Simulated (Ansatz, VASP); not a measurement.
# One calculation of WC, two programs

INCAR

```
ALGO = Normal
EDIFF = 1E-6
ENCUT = 520
GGA = PE
ISIF = 2
ISMEAR = -1
LASPH = T
LCHARG = F
LREAL = F
LWAVE = F
NBANDS = 16
NELM = 100
PREC = Accurate
SIGMA = 0.08
```

The input KPOINTS:

```
k-points
0
Gamma
  15 15 15
```

POSCAR

```
WC
1.0
    0.0000000000      1.8873559924      1.8873559924
    1.8873559924      0.0000000000      1.8873559924
    1.8873559924      1.8873559924      0.0000000000
W C
1 1
Direct
    0.0000000000      0.0000000000      0.0000000000
    0.5000000000      0.5000000000      0.5000000000
```

Input for Ansatz:

```yaml
crystal:
  lattice:
    - [0.0, 1.8873559924, 1.8873559924]
    - [1.8873559924, 0.0, 1.8873559924]
    - [1.8873559924, 1.8873559924, 0.0]
  atoms:
    - { symbol: W, position: [0.0, 0.0, 0.0] }
    - { symbol: C, position: [0.5, 0.5, 0.5] }
kpoints:
  mp_grid: { grid: [15, 15, 15] }
scf:
  occupations: { method: fermi_dirac, width: 0.08 }
hamiltonian:
  xc: pbe
  pseudopotentials: { kind: all_electron, lapw: { basis_error: 0.001 } }
output:
  forces: true
  stress: true
  eigenvalues: true
  populations: true
```

Change from the starting cell: volume scaled by 0.64, LAPW.

Alike in both runs: task single point; functional PBE; k mesh 15 × 15 × 15; occupations fermi-dirac, width 0.08 eV; no spin polarisation.

|  | VASP | Ansatz |
| --- | --- | --- |
| version | VASP 6.6.1 | Ansatz 0.2.0 |
| potentials or method | VASP PAW PBE potentials, release 64 (W_sv, C) | all-electron LAPW, scalar-relativistic |
| plane-wave cutoff (eV) | 520 | see its input |

|  | VASP | Ansatz | Ansatz less VASP |
| --- | --- | --- | --- |
| pressure (GPa) | 424.3 | 415.2 | -9.14 |

Ansatz ran all-electron here, so the differences hold the error of VASP's frozen core and of both bases.

Caveats: the cell as given lies far from equilibrium; so large a pressure means that the cell lies far from this level's equilibrium, or that cutoff or potentials fall short (VASP). The runs have no spin-orbit coupling, so splittings on W are missing.
